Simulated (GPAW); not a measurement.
# PtSe2 (Sudovikovite) (P-3m1) in GPAW: further runs, part 2 of 2

GPAW 26.7.0.

## (5) Relaxation of cell and atoms, PBE, target pressure 5 GPa, at which the enthalpy is minimised

Contents of run.py:

```python
from ase.filters import FrechetCellFilter
from ase.io import read, write
from ase.optimize import BFGS
from ase.units import GPa
from gpaw import GPAW, PW

atoms = read('PtSe2.xyz')

calc = GPAW(mode=PW(600),
            xc='PBE',
            kpts={'size': (6, 6, 4), 'gamma': True},
            occupations={'name': 'fermi-dirac', 'width': 0.05},
            nbands=26,
            convergence={'density': 1e-05, 'forces': 0.0001},
            maxiter=150,
            txt='gpaw.txt')
atoms.calc = calc
opt = BFGS(FrechetCellFilter(atoms, scalar_pressure=5 * GPa), trajectory='relax.traj', logfile='-')
done = opt.run(fmax=0.02, steps=60)
calc.write('gs.gpw')
write('result.traj', atoms)
print('Converged:', done)
print('Cell:', atoms.cell.cellpar().round(4))
print('Volume:', round(atoms.get_volume(), 4))
print(atoms.get_scaled_positions().round(5))
```

Contents of PtSe2.xyz:

```xyz
3
Lattice="3.7240000000 0.0000000000 0.0000000000 -1.8620000000 3.2250786037 0.0000000000 0.0000000000 0.0000000000 5.0620000000" Properties=species:S:1:pos:R:3 pbc="T T T"
Pt     0.0000000000      0.0000000000      0.0000000000
Se     1.8620000002      1.0750262011      3.7965000000
Se    -0.0000000002      2.1500524026      1.2655000000
```

Potentials or basis: GPAW PAW data sets (gpaw-data 1.2.1), pw.

Launch:

```
> OMP_NUM_THREADS=1 python run.py
```

gpaw.txt:

```text
__  _  _
 | _ |_)|_||  |
 |__||  | ||/\| - 26.7.0

Input parameters:
  mode=PW(ecut=600.0),
  convergence={'density': 1e-05, 'forces': 0.0001},
  kpts=MonkhorstPack(size=(6, 6, 4), gamma=True),
  maxiter=150,
  nbands=26,
  occupations=Occupations(name='fermi-dirac', width=0.05),
  xc=XC(name='PBE')

Diagonalizing LCAO Hamiltonian
Converting LCAO to pw mode

            Se

        Se

       Pt

Atoms  # Å, Bohr magnetons
|   | symbol |         x |        y |        z |    initial magnetic moments |
|---|--------|-----------|----------|----------|-----------------------------|
| 0 |     Pt |  0.000000 | 0.000000 | 0.000000 | ( 0.0000,  0.0000,  0.0000) |
| 1 |     Se |  1.862000 | 1.075026 | 3.796500 | ( 0.0000,  0.0000,  0.0000) |
| 2 |     Se | -0.000000 | 2.150052 | 1.265500 | ( 0.0000,  0.0000,  0.0000) |

Unit cell  # Å
| periodic |         x |        y |        z |  lengths |     angles |
|----------|-----------|----------|----------|----------|------------|
|      yes |  3.724000 | 0.000000 | 0.000000 | 3.724000 |  90.000000 |
|      yes | -1.862000 | 3.225079 | 0.000000 | 3.724000 |  90.000000 |
|      yes |  0.000000 | 0.000000 | 5.062000 | 5.062000 | 120.000000 |

Number of symmetries: 12
Symmetry operations  # r_c * U_cc + t_c -> r_c
|    | kind |            matrix            |
|----|------|------------------------------|
|  0 |  σ   |  1, 1, 0,  0,-1, 0,  0, 0, 1 |
|  1 |  S6  |  1, 1, 0, -1, 0, 0,  0, 0,-1 |
|  2 |  E   |  1, 0, 0,  0, 1, 0,  0, 0, 1 |
|  3 |  C2  |  1, 0, 0, -1,-1, 0,  0, 0,-1 |
|  4 |  C2  |  0, 1, 0,  1, 0, 0,  0, 0,-1 |
|  5 |  C3  |  0, 1, 0, -1,-1, 0,  0, 0, 1 |
|  6 |  S6  |  0,-1, 0,  1, 1, 0,  0, 0,-1 |
|  7 |  σ   |  0,-1, 0, -1, 0, 0,  0, 0, 1 |
|  8 |  σ   | -1, 0, 0,  1, 1, 0,  0, 0, 1 |
|  9 |  i   | -1, 0, 0,  0,-1, 0,  0, 0,-1 |
| 10 |  C3  | -1,-1, 0,  1, 0, 0,  0, 0, 1 |
| 11 |  C2  | -1,-1, 0,  0, 1, 0,  0, 0,-1 |
[... 441 lines left out ...]
Stress tensor  # eV/Ang^3
|         x |         y |         z |
|-----------|-----------|-----------|
| -0.042156 |  0.000000 |  0.000000 |
|  0.000000 | -0.042156 |  0.000000 |
|  0.000000 |  0.000000 | -0.031131 |

Forces  # eV/Ang
|       x |       y |        z |
|---------|---------|----------|
| 0.00000 | 0.00000 |  0.00000 |  # Pt   0
| 0.00000 | 0.00000 | -0.45576 |  # Se   1
| 0.00000 | 0.00000 |  0.45576 |  # Se   2

Interpolating wave functions to new cell

            Se

        Se

       Pt
[... 225 lines left out ...]
Stress tensor  # eV/Ang^3
|         x |         y |         z |
|-----------|-----------|-----------|
| -0.026323 |  0.000000 |  0.000000 |
|  0.000000 | -0.026323 |  0.000000 |
|  0.000000 |  0.000000 | -0.016799 |

Forces  # eV/Ang
|       x |        y |        z |
|---------|----------|----------|
| 0.00000 | -0.00000 |  0.00000 |  # Pt   0
| 0.00000 | -0.00000 | -0.12409 |  # Se   1
| 0.00000 |  0.00000 |  0.12409 |  # Se   2

Interpolating wave functions to new cell

            Se

        Se

       Pt
[... 225 lines left out ...]
Stress tensor  # eV/Ang^3
|         x |         y |         z |
|-----------|-----------|-----------|
| -0.024718 |  0.000000 |  0.000000 |
|  0.000000 | -0.024718 |  0.000000 |
|  0.000000 |  0.000000 | -0.014966 |

Forces  # eV/Ang
|        x |       y |        z |
|----------|---------|----------|
|  0.00000 | 0.00000 |  0.00000 |  # Pt   0
| -0.00000 | 0.00000 | -0.06986 |  # Se   1
|  0.00000 | 0.00000 |  0.06986 |  # Se   2

Interpolating wave functions to new cell

            Se

        Se

       Pt
[... 1148 lines left out ...]
SCF iterations
|iter     | |      energy | eigst |  dens |force |
|---------|-|-------------|-------|-------|------|
|iter:   1| |  -14.466316 | -2.57 |       |      |
|iter:   2| |  -14.465293 | -4.87 | -2.37 |      |
|iter:   3| |  -14.462635c| -4.43 | -2.45 |      |
|iter:   4| |  -14.462528c| -5.56 | -3.00 |      |
|iter:   5| |  -14.462525c| -6.26 | -3.37 |      |
|iter:   6| |  -14.462525c| -7.77c| -4.25 |      |
|iter:   7| |  -14.462525c| -8.43c| -4.66 |      |
|iter:   8| |  -14.462525c| -8.26c| -5.24c|      |
|iter:   9| |  -14.462525c| -9.23c| -5.64c|-4.00 |
|iter:  10| |  -14.462525c|-10.08c| -6.26c|-4.98c|

Converged in 10 steps
Energy contributions relative to reference atoms: (reference = -632582.427029)

Energy contributions:
  Kinetic:           9.006308
  Coulomb:         -10.039764
  Zero:             -0.516327
  External:          0.000000
  Xc:              -12.909815
  Entropy:          -0.005854
  Spinorbit:         0.000000
  ----------------------------
  Free energy:     -14.465452
  Extrapolated:    -14.462525
[... 1017 lines left out ...]
Forces  # eV/Ang
|        x |        y |        z |
|----------|----------|----------|
| -0.00000 |  0.00000 |  0.00000 |  # Pt   0
|  0.00000 | -0.00000 | -0.00322 |  # Se   1
|  0.00000 | -0.00000 |  0.00322 |  # Se   2

# Writing to gs.gpw (mode='')
```

Run time: 2.2 min. Hardware: 1 thread of AMD EPYC 9R45 (Zen 5), shared host; peak memory 0.34 GiB.

Results:

```
Free energy                                            : -14.4728 eV
Relaxed volume                                         : 19.61 Å³/atom
Relaxed cell                                           : a = 3.762 Å, b = 3.762 Å, c = 4.801 Å, α = 90.00°, β = 90.00°, γ = 120.00°
Space group after relaxing (to 0.05 Å)                 : P-3m1 (No. 164)
Energy change on relaxing (the enthalpy is what falls) : +0.1 meV/atom
Ionic steps                                            : 13
Pressure after relaxing                                : 5.0 GPa
Largest force after relaxing                           : 0.003 eV/Å
Band gap on the k mesh                                 : none (metal or under the smearing width)
```

Forces in eV/Å, atoms in the order of the input:
```
Pt   0.000  0.000  0.000
Se   0.000  0.000 -0.003
Se   0.000  0.000  0.003
```

The path:
| step | energy change (eV) | largest force (eV/Å) | pressure (GPa) | volume (Å³) |
| --- | --- | --- | --- | --- |
| 1 | 0.0000 | 0.6119 | 7.40 | 60.80 |
| 2 | -0.0209 | 0.4558 | 6.17 | 61.06 |
| 3 | -0.0489 | 0.1241 | 3.71 | 61.51 |
| 4 | -0.0494 | 0.0699 | 3.44 | 61.44 |
| 5 | -0.0359 | 0.1539 | 2.99 | 60.62 |
| 6 | -0.0162 | 0.2164 | 3.65 | 59.77 |
| 7 | 0.0023 | 0.1463 | 4.94 | 59.03 |
| 8 | 0.0067 | 0.0534 | 5.58 | 58.83 |
| 9 | 0.0075 | 0.0044 | 5.85 | 58.76 |
| 10 | 0.0070 | 0.0717 | 5.94 | 58.69 |
| 11 | 0.0044 | 0.0660 | 5.56 | 58.72 |
| 12 | 0.0015 | 0.0238 | 5.15 | 58.79 |
| 13 | 0.0004 | 0.0032 | 5.01 | 58.83 |

Final structure:
```
CELL_PARAMETERS angstrom
3.76167 0.00000 0.00000
-1.88083 3.25770 0.00000
0.00000 0.00000 4.80060
ATOMIC_POSITIONS crystal
Pt 0.00000 0.00000 0.00000
Se 0.66667 0.33333 0.73280
Se 0.33333 0.66667 0.26720
```

Levels at points of the mesh, in eV from the Fermi level:
| k point | band 10 | band 11 | band 12 | band 13 | band 14 | band 15 | band 16 | band 17 | band 18 | band 19 |
| --- | --- | --- | --- | --- | --- | --- | --- | --- | --- | --- |
| (0.00, 0.00, 0.00) | -3.79 | -2.46 | -0.98 | -0.98 | 0.82 | 1.04 | 1.04 | 3.36 | 4.21 | 7.34 |
| (0.00, 0.00, 0.50) | -3.85 | -2.92 | -1.73 | -1.73 | -1.67 | 2.35 | 2.35 | 5.04 | 6.64 | 6.64 |
| (0.50, 0.50, 0.00) | -3.73 | -3.68 | -3.31 | -3.24 | -2.89 | 0.50 | 2.54 | 5.13 | 6.19 | 7.03 |
| (0.50, 0.50, 0.50) | -3.36 | -3.33 | -3.06 | -2.55 | -1.08 | 0.58 | 1.50 | 4.94 | 5.04 | 7.77 |

Caveat: later steps reuse the first step's grids.

## (6) For comparison

An earlier run on the cell as given: functional PBEsol; potentials or basis PAW data sets generated in the run's folder for this functional; cutoff 600 eV; basis pw; k mesh 8 × 8 × 5; occupations fermi-dirac, width 0.05 eV; no spin polarisation.

- Pressure: 2.2 GPa
- Largest force: 0.366 eV/Å
- Band gap on the k mesh: none (metal or under the smearing width)

## (7) Summary

```csv
task,level,potentials or basis,cell,k mesh,cutoff (eV),maxiter,convergence,optimizer,fmax,max steps,gap on the mesh (eV),pressure (GPa),largest force (eV/Å)
single point,LDA,"the program's PAW data sets (release 1.2.1) made for this functional, pw",as given,7 × 7 × 4,450,120,default,-,-,-,none,-1.0,0.18
relaxation of cell and atoms,PBE,"GPAW PAW data sets (gpaw-data 1.2.1), pw",relaxed,6 × 6 × 4,600,150,density=1e-05 forces=0.0001,BFGS,0.02 eV/Å,60,1.13,0.1,0.01
relaxation of cell and atoms,PBE,"GPAW PAW data sets (gpaw-data 1.2.1), pw",relaxed to 2 GPa,6 × 6 × 4,600,150,density=1e-05 forces=0.0001,BFGS,0.02 eV/Å,60,none,2.0,-
relaxation of cell and atoms,PBE,"GPAW PAW data sets (gpaw-data 1.2.1), pw",relaxed to 5 GPa,6 × 6 × 4,600,150,density=1e-05 forces=0.0001,BFGS,0.02 eV/Å,60,none,5.0,-
single point,PBEsol,"PAW data sets generated in the run's folder for this functional, pw",as given,8 × 8 × 5,600,150,-,-,-,-,none,2.2,0.37
```

Alike in all rows: no spin polarisation; smearing fermi-dirac 0.05 eV.

Caveats: later steps reuse the first step's grids (some runs); the cutoff is short for stress and forces, so pressures can be off by a GPa or more (some runs); the volume moved by over 15 % at a fixed basis, so the end points are rough (some runs); spin-orbit coupling is left out, which moves the levels of the heavy elements (some runs); this functional lacks dispersion, which binds the layers, so the pressure and a relaxed spacing across them are unreliable, and here the layers came unbound (some runs).

Total energies depend on the potentials used, so only differences within one code and one set of settings carry meaning.
